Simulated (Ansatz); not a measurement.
A plane-wave DFT run in Ansatz 0.2.0 (scalar-relativistic PAW potentials unless the input names others): input and command.

```yaml
crystal:
  lattice:
    - [4.1487650866, 0.0, 0.0]
    - [0.0, 4.1487650866, 0.0]
    - [0.0, 0.0, 4.002294981]
  atoms:
    - { symbol: Rb, position: [0.0, 0.0, 0.0] }
    - { symbol: Br, position: [0.5, 0.5, 0.5] }
basis:
  ecutwfc: 500
kpoints:
  mp_grid: { grid: [6, 6, 6] }
hamiltonian:
  xc: r2scan
scf:
  max_iter: 100
output:
  forces: true
  eigenvalues: true
  stress: true
```

```bash
ansatz run input.yaml --threads 1 --pin off --max-ram 1331MiB --backend cpu --events-out ev --progress --plain --runs-dir out
```

Task: What is wrong with this input?

Result: The program refuses it, because of no occupation method (scf.occupations: {"method": "gaussian", "width": 0.02} → not typed). With the sound run's settings it is accepted.

Abridged log:
```
Error: YAML parse error: `scf.occupations.method` is required: fixed only where the cell keeps a band gap throughout the run, explicit beside scf.occupations.values (under evaluate: without them), else a smearing such as fermi_dirac (scf.occupations.width is optional; its entry in the input reference gives the default)
```